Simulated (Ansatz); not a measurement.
# Al: the cost of one run

Method: DFT PBEsol, scalar-relativistic, plane waves, PAW, in Ansatz 0.2.0.

3 further runs of the same task are left out: 3 set aside as unsound or not needed.

### Step 1. The structure to begin with

It takes space group I4/m (No. 87, tetragonal). Conventional cell: a = 8.979 Å, b = 8.979 Å, c = 8.031 Å, α = 90.00°, β = 90.00°, γ = 90.00°. Around Al (site symmetry m) lie 11 Al at 2.84 Å. Al (site symmetry 1) has 11 Al at 2.84 Å as nearest neighbours. Al (site symmetry -4) is surrounded by 12 Al at 2.84 Å. Al (site symmetry 4/m) has 12 Al at 2.84 Å as nearest neighbours. Around Al (site symmetry m) lie 12 Al at 2.84 Å.

Structure file:

```cif
data_structure
_symmetry_space_group_name_H-M 'I4/m'
_symmetry_Int_Tables_number 87
_cell_length_a 8.9791
_cell_length_b 8.9791
_cell_length_c 8.0311
_cell_angle_alpha 90.000
_cell_angle_beta 90.000
_cell_angle_gamma 90.000
_cell_volume 647.50
loop_
_atom_site_label
_atom_site_type_symbol
_atom_site_symmetry_multiplicity
_atom_site_Wyckoff_symbol
_atom_site_fract_x
_atom_site_fract_y
_atom_site_fract_z
_atom_site_occupancy
Al1 Al 8 h 0.60000 0.80000 0.50000 1
Al2 Al 16 i 0.80000 0.90000 0.75000 1
Al3 Al 4 d 0.50000 0.00000 0.75000 1
Al4 Al 2 b 0.50000 0.50000 0.00000 1
Al5 Al 8 h 0.60000 0.80000 0.00000 1
```

It is built from the cell relaxed beforehand with the same method (16.19 Å³/atom).

### Step 2. Setting up the jump

The supercell lacks one Al atom, at fractional position (0.050, 0.350, 0.900), and holds 19 atoms. Atom 1 (Al), 2.84 Å away, is to jump into the empty site. The cell is fixed.

### Step 3. Relaxing around the vacancy

File input.yaml:

```yaml
crystal:
  lattice:
    - [6.0233342682, 2.0077780894, 4.0155561788]
    - [-6.0233342682, -2.0077780894, 4.0155561788]
    - [2.0077780894, -6.0233342682, -4.0155561788]
  atoms:
    - { symbol: Al, position: [0.15, 0.05, 0.7] }
    - { symbol: Al, position: [0.6, 0.2, 0.8] }
    - { symbol: Al, position: [0.1, 0.7, 0.8] }
    - { symbol: Al, position: [0.2, 0.4, 0.6] }
    - { symbol: Al, position: [0.3, 0.1, 0.4] }
    - { symbol: Al, position: [0.55, 0.85, 0.9] }
    - { symbol: Al, position: [0.65, 0.55, 0.7] }
    - { symbol: Al, position: [0.75, 0.25, 0.5] }
    - { symbol: Al, position: [0.0, 0.0, 0.0] }
    - { symbol: Al, position: [0.25, 0.75, 0.5] }
    - { symbol: Al, position: [0.35, 0.45, 0.3] }
    - { symbol: Al, position: [0.45, 0.15, 0.1] }
    - { symbol: Al, position: [0.7, 0.9, 0.6] }
    - { symbol: Al, position: [0.8, 0.6, 0.4] }
    - { symbol: Al, position: [0.9, 0.3, 0.2] }
    - { symbol: Al, position: [0.4, 0.8, 0.2] }
    - { symbol: Al, position: [0.5, 0.5, 1.0] }
    - { symbol: Al, position: [0.85, 0.95, 0.3] }
    - { symbol: Al, position: [0.95, 0.65, 0.1] }
basis:
  ecutwfc: 420
kpoints:
  mp_grid: { grid: [4, 4, 4] }
hamiltonian:
  xc: pbesol
scf:
  occupations: { method: gaussian, width: 0.1 }
output:
  forces: true
  stress: true
  eigenvalues: true
relax:
  adjacent_minimum: "off"
  f_tol: 0.02
  max_steps: 50
```

On the command line:

```bash
> ansatz run input.yaml --threads 4 --pin off --max-ram 9216MiB --backend cpu --events-out ev --progress --plain --runs-dir out
```

**Question.** How long does this run take on 4 threads of Arm Neoverse V1, shared host, and how much memory does it need?

About 13 s, with a peak of 0.85 GiB.
